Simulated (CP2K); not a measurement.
## Nb and the effect of the choice of potentials or basis

```
Nb
1.0
     2.88205    0.00000    0.00000
    -0.96068    2.71722    0.00000
    -0.96068   -1.35861    2.35318
Nb
1
Direct
  0.00000 0.00000 0.00000
```

Kept alike: task single point; functional PBE; k mesh 11 × 11 × 11; occupations fermi-dirac, width 0.05 eV; no spin polarisation. Program: CP2K. The mesh is that of the run's cell of 1 atom. No spin-orbit coupling.

```csv
choice of potentials or basis,pressure (GPa)
GTH_POTENTIALS Nb GTH-PBE-q13; DZVP-MOLOPT-SR-GTH basis,-2.48
GTH_POTENTIALS Nb GTH-PBE-q13; TZVP-MOLOPT-SR-GTH basis,-1.72
POTENTIAL_UZH Nb GTH-PBE-q13; DZVP-MOLOPT-PBE-GTH basis,-0.44
POTENTIAL_UZH Nb GTH-PBE-q13; TZV2P-MOLOPT-PBE-GTH basis,-0.85
POTENTIAL_UZH Nb GTH-PBE-q13; TZVP-MOLOPT-PBE-GTH basis,-1.04
POTENTIAL_UZH Nb GTH-PBE-q13; ccGRB-D basis,-0.79
```

Pressure is positive in compression. For a metal such a mesh leaves the last digits unconverged. Runs of this series that gave no sound value for these columns are left out.

Question: What does the choice of potentials or basis change here?

Answer: The pressure runs from -2.48 (GTH_POTENTIALS Nb GTH-PBE-q13; DZVP-MOLOPT-SR-GTH basis) to -0.44 GPa (POTENTIAL_UZH Nb GTH-PBE-q13; DZVP-MOLOPT-PBE-GTH basis).
